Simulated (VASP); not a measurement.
# Dielectric function of CaS (Oldhamite), part 2 of 2

Aim: the dielectric function of CaS (Oldhamite) for independent particles, and its static limit with local fields. The cell is of the rock-salt type, one of the forms listed for this formula. The start is a cell from a database of measured crystal structures.

VASP 6.6.1; PBE; plane waves and PAW (Ca_sv, S).

So far. Step 2 (Ground state): The cell has a gap of 2.41 eV on this mesh.

The database entry behind the starting cell differs from later determinations by our own check (0.1 to 0.3 % short, probably kX units), so it need not match the best structure at ambient conditions.

**4. Static response with local fields**

Perturbation theory (LEPSILON) gives the dielectric tensor with local fields, and the Born charges.

INCAR

```
SYSTEM = CaS
PREC = Accurate
ENCUT = 400
EDIFF = 1E-08
NELM = 100
ISMEAR = 0
SIGMA = 0.01
LREAL = .FALSE.
ALGO = Normal
GGA = PE
NBANDS = 14
LWAVE = .FALSE.
LCHARG = .FALSE.
KPAR = 4
LEPSILON = .TRUE.
```

POSCAR

```
CaS
1.0
    0.0000000000      2.8430000000      2.8430000000
    2.8430000000      0.0000000000      2.8430000000
    2.8430000000      2.8430000000      0.0000000000
Ca S
1 1
Direct
    0.0000000000      0.0000000000      0.0000000000
    0.5000000000      0.5000000000      0.5000000000
```

KPOINTS

```
Automatic mesh
0
Gamma
11 11 11
0 0 0
```

Potentials, in the order of the species: Ca_sv and S (PBE family, release 64).

The run is started by

```console
$ mpirun -np 4 vasp_std
```

Log:

```text
[... set-up lines as in an earlier step ...]
 entering main loop
       N       E                     dE             d eps       ncg     rms          rms(c)
DAV:   1     0.980428074161E+02    0.98043E+02   -0.66934E+03  1568   0.880E+02
DAV:   2    -0.624913134675E+01   -0.10429E+03   -0.99203E+02  1898   0.240E+02
DAV:   3    -0.104035461617E+02   -0.41544E+01   -0.41211E+01  2124   0.469E+01
DAV:   4    -0.106162452902E+02   -0.21270E+00   -0.21258E+00  2272   0.921E+00
DAV:   5    -0.106180347747E+02   -0.17895E-02   -0.17894E-02  2082   0.984E-01    0.506E+00
DAV:   6    -0.103632476657E+02    0.25479E+00   -0.47717E-01  1856   0.345E+00    0.341E+00
DAV:   7    -0.103558128013E+02    0.74349E-02   -0.11663E-01  2146   0.210E+00    0.179E+00
DAV:   8    -0.103622682339E+02   -0.64554E-02   -0.18732E-02  1670   0.118E+00    0.225E-01
DAV:   9    -0.103620153421E+02    0.25289E-03   -0.11449E-03  1990   0.315E-01    0.836E-02
DAV:  10    -0.103622578398E+02   -0.24250E-03   -0.33006E-04  2084   0.135E-01    0.269E-02
DAV:  11    -0.103622982636E+02   -0.40424E-04   -0.83663E-05  1682   0.802E-02    0.212E-02
DAV:  12    -0.103622976795E+02    0.58415E-06   -0.44696E-06  2174   0.145E-02    0.733E-03
DAV:  13    -0.103622974230E+02    0.25653E-06   -0.73009E-07  1910   0.614E-03    0.133E-03
DAV:  14    -0.103622973621E+02    0.60851E-07   -0.16027E-08  1806   0.114E-03    0.128E-03
DAV:  15    -0.103622974136E+02   -0.51478E-07   -0.72403E-09  1018   0.684E-04    0.901E-05
DAV:  16    -0.103622974138E+02   -0.21555E-09   -0.10257E-09   832   0.249E-04
   1 F= -.10362297E+02 E0= -.10362297E+02  d E =-.166238-130
 Linear response reoptimize wavefunctions to high precision
DAV:   1    -0.103622974128E+02    0.97293E-09   -0.18557E-10   976   0.905E-05
DAV:   2    -0.103622974127E+02    0.79353E-10   -0.73525E-11   820   0.449E-05
 Linear response G [H, r] |phi>, progress :
  Direction:   1
       N       E                     dE             d eps       ncg     rms
RMM:   1    -0.571891378664E+02   -0.57189E+02    0.58141E+02  2845   0.158E+02
RMM:   2    -0.580340468759E+02   -0.84491E+00   -0.16263E+01  2876   0.266E+01
RMM:   3    -0.585614890152E+02   -0.52744E+00   -0.36128E+00  3497   0.911E+00
RMM:   4    -0.586727381999E+02   -0.11125E+00   -0.11525E+00  3824   0.346E+00
RMM:   5    -0.587061977692E+02   -0.33460E-01   -0.20747E-01  3740   0.140E+00
RMM:   6    -0.587111915405E+02   -0.49938E-02   -0.33037E-02  3880   0.605E-01
RMM:   7    -0.587126957833E+02   -0.15042E-02   -0.53906E-03  3902   0.258E-01
RMM:   8    -0.587133170412E+02   -0.62126E-03   -0.55651E-03  3915   0.118E-01
RMM:   9    -0.587132555278E+02    0.61513E-04   -0.13191E-03  3866   0.511E-02
RMM:  10    -0.587133157597E+02   -0.60232E-04    0.14209E-03  3850   0.246E-02
RMM:  11    -0.587132829776E+02    0.32782E-04   -0.28964E-04  3761   0.122E-02
RMM:  12    -0.587133016729E+02   -0.18695E-04    0.34402E-04  3683   0.650E-03
RMM:  13    -0.587132913616E+02    0.10311E-04   -0.18408E-04  3529   0.319E-03
RMM:  14    -0.587132938228E+02   -0.24612E-05    0.10523E-04  3354   0.186E-03
RMM:  15    -0.587132923061E+02    0.15167E-05   -0.45856E-05  3029   0.108E-03
RMM:  16    -0.587132931808E+02   -0.87466E-06    0.26858E-05  2737   0.725E-04
RMM:  17    -0.587132926316E+02    0.54918E-06   -0.10843E-05  2517   0.531E-04
RMM:  18    -0.587132927471E+02   -0.11552E-06    0.82121E-06  2291   0.434E-04
RMM:  19    -0.587132926573E+02    0.89780E-07   -0.25668E-06  2120   0.379E-04
RMM:  20    -0.587132927164E+02   -0.59065E-07    0.35833E-06  1968   0.351E-04
RMM:  21    -0.587132927569E+02   -0.40521E-07    0.93408E-07  1874   0.334E-04
RMM:  22    -0.587132928362E+02   -0.79319E-07    0.11352E-06  1800   0.324E-04
RMM:  23    -0.587132927928E+02    0.43464E-07    0.91939E-07  1734   0.319E-04
 Linear response G [H, r] |phi>, progress :
  Direction:   2
       N       E                     dE             d eps       ncg     rms
RMM:   1    -0.554337507456E+02   -0.55434E+02    0.55774E+02  2873   0.152E+02
RMM:   2    -0.529848158119E+02    0.24489E+01   -0.13459E+01  2886   0.265E+01
RMM:   3    -0.534723877049E+02   -0.48757E+00   -0.21698E+00  3499   0.841E+00
RMM:   4    -0.535490738813E+02   -0.76686E-01   -0.56940E-01  3860   0.285E+00
RMM:   5    -0.535682339400E+02   -0.19160E-01   -0.10205E-01  3826   0.110E+00
RMM:   6    -0.535712832546E+02   -0.30493E-02   -0.20480E-02  3946   0.465E-01
RMM:   7    -0.535718477712E+02   -0.56452E-03   -0.39498E-03  3994   0.204E-01
RMM:   8    -0.535719777828E+02   -0.13001E-03   -0.18650E-04  3980   0.916E-02
RMM:   9    -0.535720021153E+02   -0.24333E-04    0.10806E-03  3992   0.436E-02
RMM:  10    -0.535720095980E+02   -0.74827E-05   -0.23813E-04  3963   0.208E-02
RMM:  11    -0.535720116813E+02   -0.20832E-05    0.34444E-04  3896   0.106E-02
RMM:  12    -0.535720119133E+02   -0.23206E-06   -0.19243E-05  3762   0.540E-03
RMM:  13    -0.535720122385E+02   -0.32514E-06    0.91429E-05  3638   0.284E-03
RMM:  14    -0.535720122518E+02   -0.13356E-07   -0.41404E-05  3513   0.157E-03
RMM:  15    -0.535720123473E+02   -0.95476E-07    0.35896E-05  3230   0.954E-04
RMM:  16    -0.535720123154E+02    0.31875E-07   -0.17565E-05  2933   0.628E-04
RMM:  17    -0.535720123892E+02   -0.73824E-07    0.68408E-06  2712   0.465E-04
RMM:  18    -0.535720123547E+02    0.34555E-07   -0.12384E-05  2448   0.380E-04
RMM:  19    -0.535720124340E+02   -0.79270E-07   -0.71242E-06  2237   0.337E-04
RMM:  20    -0.535720123712E+02    0.62809E-07   -0.10826E-05  2065   0.316E-04
RMM:  21    -0.535720125026E+02   -0.13146E-06   -0.12801E-05  1985   0.305E-04
RMM:  22    -0.535720123990E+02    0.10364E-06   -0.12228E-05  1884   0.298E-04
RMM:  23    -0.535720124227E+02   -0.23684E-07   -0.11539E-05  1802   0.294E-04
 Linear response G [H, r] |phi>, progress :
  Direction:   3
       N       E                     dE             d eps       ncg     rms
RMM:   1    -0.530436484673E+02   -0.53044E+02    0.62929E+02  2736   0.157E+02
RMM:   2    -0.513221892855E+02    0.17215E+01   -0.15501E+01  2754   0.253E+01
RMM:   3    -0.519142271382E+02   -0.59204E+00   -0.39583E+00  3352   0.902E+00
RMM:   4    -0.520573545307E+02   -0.14313E+00   -0.14083E+00  3597   0.344E+00
RMM:   5    -0.521022312834E+02   -0.44877E-01   -0.23514E-01  3553   0.143E+00
RMM:   6    -0.521093376780E+02   -0.71064E-02   -0.41293E-02  3633   0.627E-01
RMM:   7    -0.521108346321E+02   -0.14970E-02   -0.85675E-03  3674   0.284E-01
RMM:   8    -0.521113303500E+02   -0.49572E-03   -0.89041E-03  3626   0.132E-01
RMM:   9    -0.521112909152E+02    0.39435E-04    0.31058E-03  3467   0.609E-02
[...]
RMM:   8    -0.576355030457E+00   -0.37724E-06   -0.23628E-05  3785   0.404E-03
RMM:   9    -0.576355086156E+00   -0.55698E-07   -0.89215E-05  3709   0.182E-03
RMM:  10    -0.576355102896E+00   -0.16740E-07   -0.84434E-06  3622   0.780E-04
RMM:  11    -0.576355104377E+00   -0.14819E-08   -0.22160E-05  3399   0.371E-04
RMM:  12    -0.576355105303E+00   -0.92503E-09    0.22407E-07  3188   0.175E-04
RMM:  13    -0.576355091969E+00    0.13333E-07   -0.44434E-06  2769   0.942E-05
RMM:  14    -0.576355094251E+00   -0.22812E-08    0.20456E-07  2494   0.611E-05
RMM:  15    -0.576355086951E+00    0.73001E-08   -0.63763E-07  2145   0.506E-05
RMM:  16    -0.576355087925E+00   -0.97464E-09    0.28372E-08  1927   0.477E-05
 change of polarisation eV/A/(eV/A) component  2 :     0.323     1.153    -0.114
 dielectric tensor                  component  2 :     1.271     5.539    -0.450
 Linear response to external field (no local field effect), progress :
  Direction:   3
       N       E                     dE             d eps       ncg     rms          rms(c)
RMM:   1    -0.375768808765E+00   -0.37577E+00   -0.98333E-01  3446   0.479E+00
RMM:   2    -0.396317622579E+00   -0.20549E-01   -0.70977E-02  2953   0.112E+00
RMM:   3    -0.399837376623E+00   -0.35198E-02   -0.14583E-02  3483   0.401E-01
RMM:   4    -0.400520131025E+00   -0.68275E-03   -0.19657E-03  3572   0.134E-01
RMM:   5    -0.400602653155E+00   -0.82522E-04   -0.31663E-04  3684   0.530E-02
RMM:   6    -0.400616156100E+00   -0.13503E-04   -0.59889E-05  3514   0.213E-02
RMM:   7    -0.400618225877E+00   -0.20698E-05   -0.34274E-05  3389   0.901E-03
RMM:   8    -0.400618599746E+00   -0.37387E-06   -0.69387E-07  3309   0.387E-03
RMM:   9    -0.400618649602E+00   -0.49855E-07   -0.32314E-05  3191   0.172E-03
RMM:  10    -0.400618666180E+00   -0.16579E-07    0.54049E-07  3101   0.770E-04
RMM:  11    -0.400618667692E+00   -0.15118E-08   -0.10738E-05  2910   0.365E-04
RMM:  12    -0.400618665235E+00    0.24569E-08    0.70601E-07  2784   0.178E-04
RMM:  13    -0.400618661186E+00    0.40491E-08   -0.28686E-06  2427   0.924E-05
RMM:  14    -0.400618659262E+00    0.19242E-08    0.28798E-07  2140   0.604E-05
RMM:  15    -0.400618659941E+00   -0.67881E-09   -0.62541E-07  1782   0.494E-05
RMM:  16    -0.400618660023E+00   -0.82197E-10    0.70670E-08  1612   0.466E-05
 change of polarisation eV/A/(eV/A) component  3 :     0.085    -0.114     0.801
 dielectric tensor                  component  3 :     0.336    -0.450     4.155
 Linear response to external field, progress :
  Direction:   1
       N       E                     dE             d eps       ncg     rms          rms(c)
RMM:   1    -0.539709985139E+00   -0.53971E+00   -0.19321E+00  7982   0.492E+00
RMM:   2    -0.565228482032E+00   -0.25518E-01   -0.83871E-02  6759   0.115E+00    0.151E+00
RMM:   3    -0.523158286370E+00    0.42070E-01   -0.10462E-01  6989   0.151E+00    0.761E-01
RMM:   4    -0.543880822132E+00   -0.20723E-01   -0.52911E-02  7510   0.112E+00    0.252E-01
RMM:   5    -0.566394905084E+00   -0.22514E-01   -0.53527E-03  7506   0.450E-01    0.735E-02
RMM:   6    -0.566987804820E+00   -0.59290E-03   -0.14922E-03  8131   0.176E-01    0.351E-02
RMM:   7    -0.568659755476E+00   -0.16720E-02   -0.28271E-04  7884   0.842E-02    0.776E-03
RMM:   8    -0.568803906897E+00   -0.14415E-03   -0.11397E-04  8492   0.363E-02    0.735E-03
RMM:   9    -0.568858583411E+00   -0.54677E-04   -0.10496E-04  8474   0.152E-02    0.372E-03
RMM:  10    -0.568888844428E+00   -0.30261E-04   -0.57061E-05  8591   0.704E-03    0.145E-03
RMM:  11    -0.568884168610E+00    0.46758E-05   -0.36363E-05  8361   0.352E-03    0.509E-04
RMM:  12    -0.568885826378E+00   -0.16578E-05   -0.15305E-05  8369   0.178E-03    0.427E-04
RMM:  13    -0.568881789061E+00    0.40373E-05   -0.68506E-06  8234   0.804E-04    0.128E-04
RMM:  14    -0.568882254872E+00   -0.46581E-06   -0.38809E-06  8593   0.375E-04    0.227E-05
RMM:  15    -0.568882618293E+00   -0.36342E-06   -0.14565E-06  7882   0.174E-04    0.231E-05
RMM:  16    -0.568882416064E+00    0.20223E-06   -0.79207E-07  6108   0.840E-05    0.142E-05
RMM:  17    -0.568882509809E+00   -0.93745E-07   -0.25171E-07  4679   0.545E-05    0.291E-06
 change of polarisation eV/A/(eV/A) component  1 :     1.021     0.180     0.061
 dielectric tensor                  component  1 :     5.021     0.708     0.241
 Linear response to external field, progress :
  Direction:   2
       N       E                     dE             d eps       ncg     rms          rms(c)
RMM:   1    -0.539792649649E+00   -0.53979E+00   -0.19329E+00  7995   0.492E+00
RMM:   2    -0.565234385313E+00   -0.25442E-01   -0.84087E-02  6787   0.115E+00    0.151E+00
RMM:   3    -0.523164141613E+00    0.42070E-01   -0.10466E-01  7021   0.151E+00    0.761E-01
RMM:   4    -0.543891185668E+00   -0.20727E-01   -0.53040E-02  7550   0.112E+00    0.252E-01
RMM:   5    -0.566419650209E+00   -0.22528E-01   -0.53354E-03  7541   0.451E-01    0.735E-02
RMM:   6    -0.566972129806E+00   -0.55248E-03   -0.14944E-03  8170   0.177E-01    0.351E-02
RMM:   7    -0.568653480187E+00   -0.16814E-02   -0.28422E-04  7946   0.841E-02    0.777E-03
RMM:   8    -0.568802692528E+00   -0.14921E-03   -0.12462E-04  8553   0.363E-02    0.734E-03
RMM:   9    -0.568857903744E+00   -0.55211E-04   -0.10682E-04  8515   0.153E-02    0.373E-03
RMM:  10    -0.568888683157E+00   -0.30779E-04   -0.54311E-05  8613   0.706E-03    0.151E-03
RMM:  11    -0.568884094912E+00    0.45882E-05   -0.32750E-05  8384   0.355E-03    0.510E-04
RMM:  12    -0.568885494925E+00   -0.14000E-05   -0.14732E-05  8463   0.176E-03    0.367E-04
RMM:  13    -0.568881733941E+00    0.37610E-05   -0.68430E-06  8362   0.777E-04    0.125E-04
RMM:  14    -0.568882233862E+00   -0.49992E-06   -0.35346E-06  8604   0.364E-04    0.159E-05
RMM:  15    -0.568882502052E+00   -0.26819E-06   -0.13244E-06  7903   0.169E-04    0.176E-05
RMM:  16    -0.568882353411E+00    0.14864E-06   -0.69612E-07  6069   0.815E-05    0.153E-05
RMM:  17    -0.568882453417E+00   -0.10001E-06   -0.29455E-07  4770   0.543E-05    0.343E-06
 change of polarisation eV/A/(eV/A) component  2 :     0.146     1.021     0.002
 dielectric tensor                  component  2 :     0.574     5.021     0.009
 Linear response to external field, progress :
  Direction:   3
       N       E                     dE             d eps       ncg     rms          rms(c)
RMM:   1    -0.539790980890E+00   -0.53979E+00   -0.19329E+00  7994   0.492E+00
RMM:   2    -0.565232464709E+00   -0.25441E-01   -0.84057E-02  6789   0.115E+00    0.151E+00
RMM:   3    -0.523164058580E+00    0.42068E-01   -0.10466E-01  7021   0.151E+00    0.761E-01
RMM:   4    -0.543891382235E+00   -0.20727E-01   -0.53042E-02  7551   0.112E+00    0.252E-01
RMM:   5    -0.566419031471E+00   -0.22528E-01   -0.53364E-03  7541   0.451E-01    0.735E-02
RMM:   6    -0.566972399252E+00   -0.55337E-03   -0.14948E-03  8168   0.177E-01    0.352E-02
RMM:   7    -0.568653548548E+00   -0.16811E-02   -0.28146E-04  7946   0.842E-02    0.778E-03
RMM:   8    -0.568802256754E+00   -0.14871E-03   -0.15161E-04  8555   0.363E-02    0.731E-03
RMM:   9    -0.568858178094E+00   -0.55921E-04   -0.11873E-04  8510   0.153E-02    0.372E-03
RMM:  10    -0.568888308523E+00   -0.30130E-04   -0.62123E-05  8629   0.708E-03    0.148E-03
RMM:  11    -0.568883979488E+00    0.43290E-05   -0.36373E-05  8397   0.354E-03    0.503E-04
RMM:  12    -0.568885820209E+00   -0.18407E-05   -0.14881E-05  8434   0.176E-03    0.407E-04
RMM:  13    -0.568881756283E+00    0.40639E-05   -0.72740E-06  8317   0.792E-04    0.121E-04
RMM:  14    -0.568882215233E+00   -0.45895E-06   -0.35431E-06  8665   0.370E-04    0.220E-05
RMM:  15    -0.568882542905E+00   -0.32767E-06   -0.15466E-06  7893   0.171E-04    0.258E-05
RMM:  16    -0.568882362078E+00    0.18083E-06   -0.67266E-07  6212   0.846E-05    0.149E-05
RMM:  17    -0.568882448639E+00   -0.86561E-07   -0.28543E-07  4802   0.546E-05    0.342E-06
 change of polarisation eV/A/(eV/A) component  3 :     0.026     0.122     1.021
 dielectric tensor                  component  3 :     0.102     0.481     5.021
 Born effective charges drift removed
```

The job ended after 81 s (4 MPI ranks of Intel Xeon 6975P-C (Granite Rapids), shared host; peak memory 1.1 GiB; 5.4 min of CPU time).

Parts of OUTCAR (step 4):

```text
The static configuration has the point symmetry O_h .

 Found     56 irreducible k-points:

   k-points           NKPTS =     56   k-points in BZ     NKDIM =     56   number of bands    NBANDS=     14

   NELECT =      16.0000    total number of electrons

  Total        0.2772975      0.2772975      0.2772975      0.0000000      0.0000000      0.0000000
  in kB        9.6670953      9.6670953      9.6670953      0.0000000      0.0000000      0.0000000
  external PRESSURE =       9.6670953 kB  Pullay stress =       0.0000000 kB

 POSITION                                       TOTAL-FORCE (eV/Angst)
 -----------------------------------------------------------------------------------
      0.00000      0.00000      0.00000         0.000000      0.000000     -0.000000
      2.84300      2.84300      2.84300         0.000000      0.000000      0.000000
 -----------------------------------------------------------------------------------
    total drift:                                0.000000      0.000000      0.000000

 MACROSCOPIC STATIC DIELECTRIC TENSOR (including local field effects in DFT)
 ------------------------------------------------------
           5.021053    -0.000000    -0.000000
          -0.000000     5.021053     0.000000
           0.000000     0.000000     5.021053
 ------------------------------------------------------

 PIEZOELECTRIC TENSOR (including local field effects)  for field in x, y, z        (C/m^2)
          XX          YY          ZZ          XY          YZ          ZX
  --------------------------------------------------------------------------------
  x     0.00000     0.00000     0.00000     0.00000     0.00000     0.00000
  y     0.00000     0.00000     0.00000     0.00000     0.00000     0.00000
  z     0.00000     0.00000     0.00000     0.00000     0.00000     0.00000

 BORN EFFECTIVE CHARGES (including local field effects) (in |e|, cummulative output)
 ---------------------------------------------------------------------------------
 ion    1
    1     2.36346     0.00000     0.00000
    2     0.00000     2.36346    -0.00000
    3     0.00000    -0.00000     2.36346
 ion    2
    1    -2.36346     0.00000    -0.00000
    2     0.00000    -2.36346     0.00000
    3    -0.00000     0.00000    -2.36346

[... 7 parts as in an earlier step ...]

[... 1 further part left out ...]
```

Energies printed during the response cycles are not total energies of the cell.

Numbers from this step:

```
Fermi energy : 2.933 eV
pressure     : 0.9667 GPa
```

Electronic dielectric tensor with local fields:

```
5.02 0.00 0.00
0.00 5.02 0.00
0.00 0.00 5.02
```

Born effective charge (e), principal values of the symmetric part by kind of site:

| atom | atoms with these values | low | middle | high | mean |
| --- | --- | --- | --- | --- | --- |
| Ca1 | 1 | 2.36 | 2.36 | 2.36 | 2.36 |
| S2 | 1 | -2.36 | -2.36 | -2.36 | -2.36 |

In full for Ca1:

```
2.36 0.00 0.00
0.00 2.36 0.00
0.00 0.00 2.36
```

The mean electronic (clamped-ion) dielectric constant is 5.02.

**5. Summary of results**

| Quantity | Value |
| --- | --- |
| PBE, independent particles | eps xx at zero frequency 5.47, centre of weight of eps2 xx, over the range kept, at 8.29 eV, mesh 11×11×11 |
| PBE, with local fields | eps 5.02, 5.02, 5.02 |

Local fields, and the bands above those summed, take the mean static value from 5.47 to 5.02. Excitons and quasiparticle shifts are absent, so the onset tends to lie too low and its shape can differ.

[Lines on the potential files, build, host, timing and source positions are cut from VASP's logs without a mark.]

[Logs are printed without paths, hosts, clocks, repeated set-up lines and the standing remarks that a program may print on its own settings, such as how far it seeks lower states.]

[Hosts, paths, dates, database ids (printed as entryN), source tags and the programs' standing remarks are cut or masked in the printed files.]
